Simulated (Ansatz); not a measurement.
**AlP: how the settings move a single-point run**

Question: which choices in the input matter for AlP?

The COD entry's cell or inner coordinates are ideal or old and differ from later refinements, so a difference from it is no clean test against experiment.

Program: Ansatz 0.2.0. Level of theory: reference: DFT, PBE, all-electron LAPW, scalar-relativistic. These are calculated values, not measurements.

## Step 1: The structure to begin with

It takes space group F-43m (No. 216, cubic). Conventional cell: a = 5.451 Å, b = 5.451 Å, c = 5.451 Å, α = 90.00°, β = 90.00°, γ = 90.00°. Around Al (site symmetry -43m) lie 4 P at 2.36 Å. Around P (site symmetry -43m) lie 4 Al at 2.36 Å.

As a file:

```cif
data_structure
_symmetry_space_group_name_H-M 'F-43m'
_symmetry_Int_Tables_number 216
_cell_length_a 5.4510
_cell_length_b 5.4510
_cell_length_c 5.4510
_cell_angle_alpha 90.000
_cell_angle_beta 90.000
_cell_angle_gamma 90.000
_cell_volume 161.97
loop_
_atom_site_label
_atom_site_type_symbol
_atom_site_symmetry_multiplicity
_atom_site_Wyckoff_symbol
_atom_site_fract_x
_atom_site_fract_y
_atom_site_fract_z
_atom_site_occupancy
Al1 Al 4 a 0.00000 0.00000 0.00000 1
P1 P 4 c 0.25000 0.25000 0.25000 1
```

## Step 2: The reference run

The input, input.yaml:

```yaml
crystal:
  lattice:
    - [0.0, 2.7255, 2.7255]
    - [2.7255, 0.0, 2.7255]
    - [2.7255, 2.7255, 0.0]
  atoms:
    - { symbol: Al, position: [0.0, 0.0, 0.0] }
    - { symbol: P, position: [0.75, 0.75, 0.75] }
kpoints:
  mp_grid: { grid: [12, 12, 12] }
scf:
  occupations: { method: cold, width: 0.15 }
hamiltonian:
  xc: pbe
  pseudopotentials: { kind: all_electron, lapw: { basis_error: 0.0005 } }
output:
  forces: true
  stress: true
  eigenvalues: true
```

Started as:

```console
> ansatz run input.yaml --threads 1 --pin off --max-ram 2048MiB --backend cpu --events-out ev --progress --plain --runs-dir out
```

Excerpt of the output:

```text
[...]
Basis set: ecut = 240.36812741885728 eV, 331 PW (Γ), exchange–correlation at level 2
[...]
k-points: 72 of 1728 (time reversal used)
[...]
SCF iter   1: F=—  HF=-15918.094268 eV  |F-HF|=—  |Δ(HF+E_count)|=         —  Δρ=4.52e-2  dr2=1.23e0  ethr=5.11e-3  ⟨swp⟩=2.0  Hψ=8391  notcnv=0
preconditioner: auto → none  [insulator: Δε(μ)=2.226 eV  Ē_g=10.287 eV  σ=0.150 eV  W_gap=1.00  n_scr=14 (ndim 8)  ℏωp=16.5 eV  f_vac=0.000  D(μ)=0.00/eV (n_scr^D=0)  ε∞_Penn≈3.6]
[...]
SCF iter   2: F=—  HF=-15917.762557 eV  |F-HF|=—  |Δ(HF+E_count)|=   3.32e-1  S|Δr|=    0.00e0  Δρ=1.56e-2  dr2=7.66e-2  ethr=3.21e-4  ⟨swp⟩=2.0  Hψ=5598  notcnv=0
[...]
SCF iter   5: F=—  HF=-15917.754852 eV  |F-HF|=—  |Δ(HF+E_count)|=   5.98e-5  S|Δr|=    0.00e0  Δρ=8.45e-5  dr2=1.63e-6  ethr=2.13e-7  ⟨swp⟩=3.0  Hψ=3220  notcnv=0
SCF iter   6: F=-15917.754854 eV  HF=-15917.754854 eV  |F-HF|=1.27e-7  |Δ(HF+E_count)|=   2.46e-6  S|Δr|=    0.00e0  Δρ=1.60e-5  dr2=7.31e-8  ethr=6.77e-9  ⟨swp⟩=3.0  Hψ=3224  notcnv=0
[...]
SCF converged after 6 iterations
[...]
Free energy (F): -15917.754854 eV
[...]
E sigma→0 (E₀):  -15917.754854 eV
Fermi energy:    7.230001 eV
[...]
  P = ⅓ Tr σ = 2.6834 GPa (26.834 kbar)
[...]
```

It took 11 s on 1 thread of Arm Neoverse V2, shared host; peak memory 0.29 GiB.

## Step 3: Changing settings: mixing.algorithm broyden, mixing.beta 0.05, mixing.ndim 2

Changes to input.yaml since step 2:

```diff
@@ -12,2 +12,3 @@
   occupations: { method: cold, width: 0.15 }
+  mixing: { algorithm: broyden, beta: 0.05, ndim: 2 }
 hamiltonian:
```

Started as:

```console
> ansatz run input.yaml --threads 1 --pin off --max-ram 2048MiB --backend cpu --events-out ev --progress --plain --runs-dir out
```

Standard output (excerpt; [...] marks lines left out):

```text
LAPW: plane waves up to 7.943 Å⁻¹, error target 5.0e-4 eV per atom; small_component_spin mean_spin; Al in spheres of 1.210 Å, 11 of its electrons in bands, Dirac shells []; P in spheres of 1.151 Å, 13 of its electrons in bands, Dirac shells []
[...]
Pseudopotentials: kind: all_electron
Pseudopotential: Al, LAPW, valence charge 11, Koelling and Harmon's equation, gaussian nucleus
Pseudopotential: P, LAPW, valence charge 13, Koelling and Harmon's equation, gaussian nucleus
Functional definition: PBE
[...]
Crystal: 2 atoms, lattice volume = 40.492 Å³
Basis set: ecut = 240.36812741885728 eV, 331 PW (Γ), exchange–correlation at level 2
Bands: 16, of which v1, the nominal top of the filled ones, is band 12 counted from 1 (11 counted from 0)
Symmetry: 24 space group operations
Space group: F-43m (ITA 216), of the structure as read, at distance tolerance 3.4e-5 Å
k-points: 72 of 1728 (time reversal used)
[...]
SCF iter   1: F=—  HF=-15918.094269 eV  |F-HF|=—  |Δ(HF+E_count)|=         —  Δρ=4.52e-2  dr2=1.23e0  ethr=5.11e-3  ⟨swp⟩=2.0  Hψ=8391  notcnv=0
[...]
the basis was enlarged: its passes take 550.9 KiB over the memory plan, 1 of 1 planned eigensolver slots
[...]
SCF iter  23: F=-15917.754855 eV  HF=-15917.754855 eV  |F-HF|=6.30e-9  |Δ(HF+E_count)|=   9.17e-7  S|Δr|=    0.00e0  Δρ=5.94e-6  dr2=9.30e-9  ethr=5.74e-9  ⟨swp⟩=3.0  Hψ=3239  notcnv=0
[...]
SCF converged after 23 iterations
Stability not checked: this state was not tested for a lower state beside it, because cold or Methfessel-Paxton smearing, or corrected tetrahedra, fill the levels in a way that the test cannot read (fill_not_monotonic; see scf.lower_state_search)
Free energy (F): -15917.754855 eV
[...]
E sigma→0 (E₀):  -15917.754855 eV
Fermi energy:    7.230257 eV
Step filling:    the computed levels leave a gap of 1.5720 eV = 10.5 smearing widths at the electron count; against every level under it full and every level over it empty, smearing changes F+E_penalty+E_count by -1.18e-17 meV and its σ→0 estimate by -1.24e-13 meV
[...]
--- Forces (eV/Å), atoms counted from 1 ---
  atom   1  Al    -0.00000000    -0.00000000    -0.00000000
  atom   2  P      0.00000000     0.00000000    -0.00000000
[...]
--- Stress (GPa, compression-positive) ---
        2.683116      -0.000000      -0.000000
       -0.000000       2.683116       0.000000
       -0.000000       0.000000       2.683116
  P = ⅓ Tr σ = 2.6831 GPa (26.831 kbar)
--- Band table (eV; the first three rows and the last of 72) ---
  k-point 0: bands = ["-160.4529", "-110.9204", "-110.9204", "-110.9204", "-96.0765", "-57.5390", "-57.5390", "-57.5390", "-5.1944", "6.3394", "6.3394", "6.3394", "9.6837", "10.9068", "10.9068", "10.9068"]
[...]
```

It took 24 s on 1 thread of Arm Neoverse V2, shared host; peak memory 0.29 GiB.

Same state: the changed mixing leaves the energy within 0.5 meV/atom. Cost: 23 SCF cycles against 6, 24 s against 11 s.

## Step 4: Changed: mp_grid.grid [8, 8, 8], mp_grid.shift [0.5, 0.5, 0.5], xc_grid 1

Changes to input.yaml since step 2:

```diff
@@ -9,3 +9,3 @@
 kpoints:
-  mp_grid: { grid: [12, 12, 12] }
+  mp_grid: { grid: [8, 8, 8], shift: [0.5, 0.5, 0.5] }
 scf:
@@ -19 +19,3 @@
   eigenvalues: true
+basis:
+  xc_grid: 1
```

Started as:

```console
> ansatz run input.yaml --threads 1 --pin off --max-ram 2048MiB --backend cpu --events-out ev --progress --plain --runs-dir out
```

Standard output (excerpt; [...] marks lines left out):

```text
Warning: crystal.symmetry: narrowed to the stabiliser of the k-point mesh — unitary ops 24 → 6; excluded 18 operations that carry a point of the 8×8×8 mesh (shift [0.5, 0.5, 0.5]) off the mesh (the run samples exactly the mesh kpoints.mp_grid names, as under crystal.symmetry.detect: [...]
LAPW: plane waves up to 7.943 Å⁻¹, error target 5.0e-4 eV per atom; small_component_spin mean_spin; Al in spheres of 1.210 Å, 11 of its electrons in bands, Dirac shells []; P in spheres of 1.151 Å, 13 of its electrons in bands, Dirac shells []
[...]
[... 4 set-up lines as earlier in the session ...]
[...]
Crystal: 2 atoms, lattice volume = 40.492 Å³
Basis set: ecut = 240.36812741885728 eV, 331 PW (Γ), exchange–correlation at level 1
[...]
Free energy (F): -15917.754870 eV
[...]
E sigma→0 (E₀):  -15917.754870 eV
Fermi energy:    7.287150 eV
Step filling:    the computed levels leave a gap of 1.7732 eV = 11.8 smearing widths at the electron count; against every level under it full and every level over it empty, smearing changes F+E_penalty+E_count by +1.45e-18 meV and its σ→0 estimate by -3.67e-16 meV
[...]
--- Forces (eV/Å), atoms counted from 1 ---
  atom   1  Al     0.00030742     0.00030742     0.00030742
  atom   2  P     -0.00030648    -0.00030648    -0.00030648
[...]
--- Stress (GPa, compression-positive) ---
        2.683356      -0.008976      -0.008976
       -0.008976       2.683356      -0.008976
       -0.008976      -0.008976       2.683356
  P = ⅓ Tr σ = 2.6834 GPa (26.834 kbar)
--- Band table (eV; the first three rows and the last of 60) ---
  k-point 0: bands = ["-160.4534", "-110.9211", "-110.9209", "-110.9209", "-96.0770", "-57.5395", "-57.5394", "-57.5394", "-5.1508", "5.9596", "6.2986", "6.2986", "9.9213", "10.9677", "10.9874", "10.9874"]
[...]
```

Wall time 9.8 s (1 thread of Arm Neoverse V2, shared host); peak memory 0.27 GiB.

Changing the k-point mesh and numerical grids moves the energy by 0.0 meV/atom, and the gap on the mesh goes from 1.57 to 1.77 eV. A gap read on a mesh depends on which points the mesh holds, and a coarse mesh shifts the density too.

## Step 5: All runs together

```csv
run,ending,energy change,pressure (GPa),gap (eV),force (eV/Å),cycles,time
reference,converged,0,2.7,1.57,0.00,6,11 s
"1: mixing.algorithm broyden, mixing.beta 0.05, mixing.ndim 2",converged,0.0 meV/atom,2.7,1.57,0.00,23,24 s
"2: mp_grid.grid [8, 8, 8], mp_grid.shift [0.5, 0.5, 0.5], xc_grid 1",converged,0.0 meV/atom,2.7,1.77,0.00,6,9.8 s
```

Residual by cycle in the longest SCF loop of each run; runs are numbered as in the table. The quantity is the density residual dr2, in eV.

```csv
cycle,reference,run 1,run 2
1,1.23,1.23,1.23
3,0.0131,0.0815,0.0131
5,1.6e-6,0.00237,1.6e-6
7,-,9.9e-4,-
9,-,9.3e-4,-
11,-,8.6e-5,-
13,-,2.8e-5,-
15,-,1.2e-5,-
17,-,4.5e-6,-
19,-,4.2e-6,-
21,-,1.5e-6,-
23,-,9.3e-9,-
```

What this shows: Of the converged runs whose energies compare with the reference's, none moves it noticeably. Of the variants the dearest is «mixing.algorithm broyden, mixing.beta 0.05, mixing.ndim 2» (24 s), the cheapest «mp_grid.grid [8, 8, 8], mp_grid.shift [0.5, 0.5, 0.5], xc_grid 1» (9.8 s), on a shared host.

The gaps are Kohn-Sham values of a semilocal functional, not quasiparticle or optical gaps. Such gaps usually fall short of the measured ones.
